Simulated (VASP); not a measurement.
# Cd (Fm-3m) in VASP: a series of runs, part 2 of 2

VASP 6.6.1. Earlier steps stand in the parts before.

## Step 4: Single point, BLYP+D3(BJ) (volume scaled by 1.08)

Input file INCAR:

```
SYSTEM = Cd
PREC = Accurate
ENCUT = 520
EDIFF = 1E-7
ISMEAR = -1
SIGMA = 0.01
LREAL = .False.
LASPH = .True.
NELM = 100
ALGO = Fast
ISIF = 2
LWAVE = .False.
LCHARG = .False.
GGA = B5
ALDAX = 1.0
AGGAX = 1.0
AGGAC = 1.0
ALDAC = 0.0
IVDW = 12
VDW_S6 = 1.0
VDW_S8 = 2.6996
VDW_A1 = 0.4298
VDW_A2 = 4.2359
NBANDS = 12
```

Input file KPOINTS:

```
Automatic mesh
0
Gamma
  10 10 10
  0 0 0
```

Input file POSCAR:

```
Cd
1.0
    0.0000000000      2.2757896312      2.2757896312
    2.2757896312      0.0000000000      2.2757896312
    2.2757896312      2.2757896312      0.0000000000
Cd
1
Direct
    0.0000000000      0.0000000000      0.0000000000
```

Potentials or basis: VASP PAW PBE potentials, release 64 (Cd).

Run with:

```console
> cat potpaw_PBE.64/Cd/POTCAR > POTCAR
> mpirun -np 1 vasp_std > vasp.out
```

OUTCAR:

```text
SYSTEM = Cd
   PREC = Accurate
   ENCUT = 520
   EDIFF = 1E-7
   ISMEAR = -1
   LREAL = .False.
   LASPH = .True.
   NELM = 100
   ISIF = 2
   GGA = B5
   IVDW = 12
 IVDW          = 12

 ion  position               nearest neighbor table
   1  0.000  0.000  0.000-

  LATTYP: Found a face centered cubic cell.
 ALAT       =     4.5515792624

  Lattice vectors:

 A1 = (   0.0000000000,   2.2757896312,   2.2757896312)
 A2 = (   2.2757896312,   0.0000000000,   2.2757896312)
 A3 = (   2.2757896312,   2.2757896312,   0.0000000000)

Analysis of symmetry for initial positions (statically):
=====================================================================
 Subroutine PRICEL returns:
 Original cell was already a primitive cell.

 Routine SETGRP: Setting up the symmetry group for a
 face centered cubic supercell.

 Subroutine GETGRP returns: Found 48 space group operations
 (whereof 48 operations were pure point group operations)
 out of a pool of 48 trial point group operations.

The static configuration has the point symmetry O_h .

Analysis of symmetry for dynamics (positions and initial velocities):
=====================================================================
 Subroutine PRICEL returns:
 Original cell was already a primitive cell.

 Routine SETGRP: Setting up the symmetry group for a
 face centered cubic supercell.

 Subroutine GETGRP returns: Found 48 space group operations
 (whereof 48 operations were pure point group operations)
 out of a pool of 48 trial point group operations.

The dynamic configuration has the point symmetry O_h .

 Subroutine INISYM returns: Found 48 space group operations
 (whereof 48 operations are pure point group operations),
 and found     1 'primitive' translations

----------------------------------------------------------------------------------------

                                     Primitive cell

  volume of cell :      23.5736

  direct lattice vectors                    reciprocal lattice vectors
     0.000000000  2.275789631  2.275789631    -0.219703963  0.219703963  0.219703963
     2.275789631  0.000000000  2.275789631     0.219703963 -0.219703963  0.219703963
     2.275789631  2.275789631  0.000000000     0.219703963  0.219703963 -0.219703963

  length of vectors
     3.218452562  3.218452562  3.218452562     0.380538426  0.380538426  0.380538426

  position of ions in fractional coordinates (direct lattice)
     0.000000000  0.000000000  0.000000000

  ion indices of the primitive-cell ions
   primitive index   ion index
                 1           1

----------------------------------------------------------------------------------------

 KPOINTS: Automatic mesh

Automatic generation of k-mesh.
 Grid dimensions read from file:
 generate k-points for:   10   10   10

 Generating k-lattice:

  Cartesian coordinates                     Fractional coordinates (reciprocal lattice)
    -0.021970396  0.021970396  0.021970396     0.100000000  0.000000000  0.000000000
     0.021970396 -0.021970396  0.021970396     0.000000000  0.100000000  0.000000000
     0.021970396  0.021970396 -0.021970396     0.000000000  0.000000000  0.100000000

  Length of vectors
     0.038053843  0.038053843  0.038053843

  Shift w.r.t. Gamma in fractional coordinates (k-lattice)
     0.000000000  0.000000000  0.000000000

 Subroutine IBZKPT returns following result:
 ===========================================

 Found     47 irreducible k-points:

 Following reciprocal coordinates:
            Coordinates               Weight
  0.000000  0.000000  0.000000      1.000000
  0.100000  0.000000  0.000000      8.000000
  0.200000  0.000000  0.000000      8.000000
  0.300000  0.000000  0.000000      8.000000
  0.400000  0.000000  0.000000      8.000000
  0.500000  0.000000  0.000000      4.000000
[... 16 lines left out ...]
  0.300000  0.300000  0.000000      6.000000
  0.400000  0.300000  0.000000     24.000000
 [... further k-points ...]
   k-points           NKPTS =     47   k-points in BZ     NKDIM =     47   number of bands    NBANDS=     12
   number of dos      NEDOS =    301   number of ions     NIONS =      1
   total plane-waves  NPLWV =  13824
   dimension x,y,z NGX =    24 NGY =   24 NGZ =   24
   dimension x,y,z NGXF=    48 NGYF=   48 NGZF=   48
   ions per type =               1
   NGX,Y,Z   is equivalent  to a cutoff of  12.40, 12.40, 12.40 a.u.
   NGXF,Y,Z  is equivalent  to a cutoff of  24.79, 24.79, 24.79 a.u.
 SYSTEM =  Cd
   PREC   = accura    normal or accurate (medium, high low for compatibility)
   ISTART =      0    job   : 0-new  1-cont  2-samecut
   ICHARG =      2    charge: 1-file 2-atom 10-const
   ISPIN  =      1    spin polarized calculation?
   LNONCOLLINEAR =      F non collinear calculations
   LSORBIT =      F    spin-orbit coupling
   LASPH  =      T    aspherical Exc in radial PAW
   ENCUT  =  520.0 eV  38.22 Ry    6.18 a.u.   5.98  5.98  5.98*2*pi/ulx,y,z
   NELM   =    100;   NELMIN=  2; NELMDL= -5     # of ELM steps
   EDIFF  = 0.1E-06   stopping-criterion for ELM
   LREAL  =      F    real-space projection
   EDIFFG = 0.1E-05   stopping-criterion for IOM
   NSW    =      0    number of steps for IOM
   IBRION =     -1    ionic relax: 0-MD 1-quasi-New 2-CG
   NFREE  =      0    steps in history (QN), initial steepest desc. (CG)
   ISIF   =      2    stress and relaxation
   ISYM   =      2    0-nonsym 1-usesym 2-fastsym
   POTIM  = 0.5000    time-step for ionic-motion
   TEBEG  =    0.0;   TEEND  =   0.0 temperature during run
   PSTRESS=    0.0 pullay stress
   NELECT =      12.0000    total number of electrons
   NUPDOWN=      -1.0000    fix difference up-down
   EMIN   =  10.00;   EMAX   =-10.00  energy-range for DOS
   EFERMI =   0.00;   METHOD = LEGACY
   ISMEAR =    -1;   SIGMA  =   0.01  broadening in eV -4-tet -1-fermi 0-gaus
   EFERMI_NEDOS =   21; number of points for ismear=-14 and -15
   IALGO  =     68    algorithm
   IMIX   =      4    mixing-type and parameters
     AMIX     =   0.40;   BMIX     =  1.00
     AMIX_MAG =   1.60;   BMIX_MAG =  1.00
  volume/ion in A,a.u.               =      23.57       159.08
  Fermi-wavevector in a.u.,A,eV,Ry     =   1.307153  2.470161 23.247585  1.708649
  Thomas-Fermi vector in A             =   2.437907
   LORBIT       =      0    0 simple, 1 ext, 2 COOP (PROOUT), +10 PAW based schemes
   GGA     = B5    functional components
   LHFCALC =     F    Hartree Fock is set to
   AEXX    =    0.0000 exact exchange contribution
   IVDW    =    12    specifies the selected vdW correction
   LEPSILON=     F    determine dielectric tensor
   LRPA    =     F    only Hartree local field effects (RPA)
 non-spin polarized calculation
 RMM-DIIS sequential band-by-band and
  energy-cutoff  :      520.00
  volume of cell :       23.57
 maximum number of plane-waves:       647
   NGX = 11   NGY = 11   NGZ = 11

 number of electron      11.9999998 magnetization

 Free energy of the ion-electron system (eV)
  ---------------------------------------------------
  ext. energy  EPLUGINS =         0.00000000
  ---------------------------------------------------
  free energy    TOTEN  =        -0.09732161 eV

  energy without entropy =       -0.09709603  energy(sigma->0) =       -0.09720882

 E-fermi :   2.8377     XC(G=0): -10.0297

 val. band max:        2.8218024832   @ k =  -0.4000   0.2000   0.0000
 cond. band min:       2.8987986455   @ k =  -0.3000   0.4000   0.1000
 fundamental gap:      0.0769961623
 Fermi energy:         2.8377376582

 k-point     1 :       0.0000    0.0000    0.0000
  band No.  band energies     occupation
      1      -6.2705      2.00000
      2      -6.2705      2.00000
      3      -6.2705      2.00000
      4      -5.8886      2.00000
      5      -5.8886      2.00000
      6      -5.4300      2.00000
      7      16.7222      0.00000
      8      16.8284      0.00000
      9      16.8284      0.00000
     10      16.8284      0.00000
     11      20.3505      0.00000
     12      20.3505      0.00000
[... 331 lines left out ...]
 k-point    24 :       0.4000    0.3000    0.0000
  band No.  band energies     occupation
      1      -6.6553      2.00000
      2      -6.4927      2.00000
      3      -5.7692      2.00000
      4      -5.7323      2.00000
      5      -5.5855      2.00000
      6      -1.0806      2.00000
      7       8.1245      0.00000
      8       9.2235      0.00000
      9      10.4249      0.00000
     10      13.9449      0.00000
     11      15.6452      0.00000
     12      26.0437      0.00000

 [... further k-points ...]

------------------------ aborting loop because EDIFF is reached ----------------------------------------

 Edisp (eV)   -0.93591

 E8    (eV) :    -0.6944

  FORCE on cell =-STRESS in cart. coord.  units (eV):
  Direction    XX          YY          ZZ          XY          YZ          ZX
  --------------------------------------------------------------------------------------
  -------------------------------------------------------------------------------------
  Total      -0.42011    -0.42011    -0.42011    -0.00000     0.00000    -0.00000
  in kB     -28.55272   -28.55272   -28.55272    -0.00000     0.00000    -0.00000
  external pressure =      -28.55 kB  Pullay stress =        0.00 kB

 VOLUME and BASIS-vectors are now :
 -----------------------------------------------------------------------------
  energy-cutoff  :      520.00
  volume of cell :       23.57
      direct lattice vectors                 reciprocal lattice vectors
     0.000000000  2.275789631  2.275789631    -0.219703963  0.219703963  0.219703963
     2.275789631  0.000000000  2.275789631     0.219703963 -0.219703963  0.219703963
     2.275789631  2.275789631  0.000000000     0.219703963  0.219703963 -0.219703963

 POSITION                                       TOTAL-FORCE (eV/Angst)
 -----------------------------------------------------------------------------------
      0.00000      0.00000      0.00000         0.000000      0.000000      0.000000
 -----------------------------------------------------------------------------------
    total drift:                                0.000000     -0.000000     -0.000000

  FREE ENERGIE OF THE ION-ELECTRON SYSTEM (eV)
  ---------------------------------------------------
  free  energy   TOTEN  =        -1.0332268485 eV

  energy  without entropy=       -1.0330012733  energy(sigma->0) =       -1.03311406
```

It took 13 s on 1 thread of Intel Xeon Platinum 8259CL at 2.50GHz (Skylake/Cascade Lake), shared host; peak memory 0.14 GiB.

Results:

- Free energy: -1.0332 eV
- Pressure: -2.9 GPa
- Band gap on the k mesh: none (metal or under the smearing width)
- Dispersion energy per atom: -0.936 eV

Levels at points of the mesh, in eV from the Fermi level:
```
           k point  band 4  band 5  band 6  band 7  band 8  band 9
(0.00, 0.00, 0.00)   -8.73   -8.73   -8.27   13.88   13.99   13.99
(0.50, 0.00, 0.00)   -8.41   -8.41   -1.95   -1.59   11.61   11.61
(0.50, 0.50, 0.00)   -8.32   -8.32   -0.60    0.95    6.41    6.41
```

Caveat: the PAW data sets were made with another functional, which shifts forces and pressure a little; pairwise dispersion overbinds metals, which lowers pressure and volume.

## Step 5: Single point, PBE (volume scaled by 1.02)

Input file INCAR:

```
PREC     = Accurate       # precision mode
ENCUT    = 520            # plane-wave cutoff, eV
EDIFF    = 1E-6           # SCF threshold, eV
ISMEAR   = -1             # smearing method
SIGMA    = 0.05           # smearing width, eV
LREAL    = False          # projectors in reciprocal space
LASPH    = True           # aspherical terms in the spheres
NELM     = 60             # most SCF steps
ALGO     = Fast           # electronic algorithm
ISIF     = 2              # what is computed and relaxed
LWAVE    = False          # write WAVECAR
LCHARG   = False          # write CHGCAR
GGA      = PE             # functional
NBANDS   = 12             # bands
```

Input file KPOINTS:

```
regular mesh
0
Gamma
  10 10 10
```

Input file POSCAR:

```
Cd
1.0
    0.0000000000      2.2328399116      2.2328399116
    2.2328399116      0.0000000000      2.2328399116
    2.2328399116      2.2328399116      0.0000000000
Cd
1
Direct
    0.0000000000      0.0000000000      0.0000000000
```

Run with:

```console
> cat potpaw_PBE.64/Cd/POTCAR > POTCAR
> mpirun -np 1 vasp_std > vasp.out
```

Wall time 4.9 s (1 thread of Intel Xeon 6975P-C (Granite Rapids), shared host); peak memory 0.13 GiB.

Results (log left out):

```
Free energy            : -0.7386 eV
Pressure               : 1.6 GPa
Band gap on the k mesh : none (metal or under the smearing width)
```

Levels at points of the mesh, in eV from the Fermi level:
| k point | band 4 | band 5 | band 6 | band 7 | band 8 | band 9 |
| --- | --- | --- | --- | --- | --- | --- |
| (0.00, 0.00, 0.00) | -8.78 | -8.78 | -8.77 | 13.70 | 14.63 | 14.63 |
| (0.50, 0.00, 0.00) | -8.42 | -8.42 | -2.37 | -1.48 | 12.24 | 12.24 |
| (0.50, 0.50, 0.00) | -8.33 | -8.33 | -0.88 | 1.18 | 6.59 | 6.59 |

## Step 6: Single point, PBE (volume scaled by 1.06)

Input file INCAR:

```
SYSTEM = Cd
ALGO = Fast
EDIFF = 1E-6
ENCUT = 520
GGA = PE
ISIF = 2
ISMEAR = -1
LASPH = .TRUE.
LCHARG = .TRUE.
LELF = .TRUE.
LREAL = .FALSE.
LVHAR = .TRUE.
LWAVE = .FALSE.
NBANDS = 12
NELM = 100
PREC = Accurate
SIGMA = 0.05
```

Input file KPOINTS:

```
k-points
0
G
  10 10 10
  0 0 0
```

Input file POSCAR:

```
Cd
1.0
    0.0000000000      2.2616539272      2.2616539272
    2.2616539272      0.0000000000      2.2616539272
    2.2616539272      2.2616539272      0.0000000000
Cd
1
Direct
    0.0000000000      0.0000000000      0.0000000000
```

Potentials or basis: VASP PAW PBE potentials, release 64 (Cd).

Run with:

```console
> cat potpaw_PBE.64/Cd/POTCAR > POTCAR
> mpirun -np 1 vasp_std > vasp.out
```

Wall time 7.9 s (1 thread of Intel Xeon 6975P-C (Granite Rapids), shared host); peak memory 0.13 GiB.

The run converged. Its results:

```yaml
Free_energy: -0.7420 eV
Pressure: -0.2 GPa
Band_gap_on_the_k_mesh: none (metal or under the smearing width)
```

Levels at points of the mesh, in eV from the Fermi level:
| k point | band 4 | band 5 | band 6 | band 7 | band 8 | band 9 |
| --- | --- | --- | --- | --- | --- | --- |
| (0.00, 0.00, 0.00) | -8.69 | -8.69 | -8.47 | 13.58 | 14.27 | 14.27 |
| (0.50, 0.00, 0.00) | -8.36 | -8.36 | -2.19 | -1.51 | 11.92 | 11.92 |
| (0.50, 0.50, 0.00) | -8.28 | -8.28 | -0.76 | 1.07 | 6.49 | 6.49 |

## Step 7: The runs side by side

| level | spin | cell | smearing | gap on the mesh (eV) | pressure (GPa) |
| --- | --- | --- | --- | --- | --- |
| PBE+D3(BJ) | off | cell strained at random at fixed volume | methfessel-paxton 0.01 eV | none | -0.7 |
| BLYP+D4 | collinear, typed start | as given | fermi-dirac 0.025 eV | none | 2.2 |
| BLYP+D3(BJ) | off | volume scaled by 1.08 | fermi-dirac 0.01 eV | none | -2.9 |
| PBE | off | volume scaled by 1.02 | fermi-dirac 0.05 eV | none | 1.6 |
| PBE | off | volume scaled by 1.06 | fermi-dirac 0.05 eV | none | -0.2 |

Alike in all rows: task single point; potentials or basis VASP PAW PBE potentials, release 64 (Cd); k mesh 10 × 10 × 10; cutoff (eV) 520.

Caveats: pairwise dispersion overbinds metals, which lowers pressure and volume (some runs); the PAW data sets were made with another functional, which shifts forces and pressure a little (some runs).

Total energies depend on the potentials used, so only differences within one code and one set of settings carry meaning.
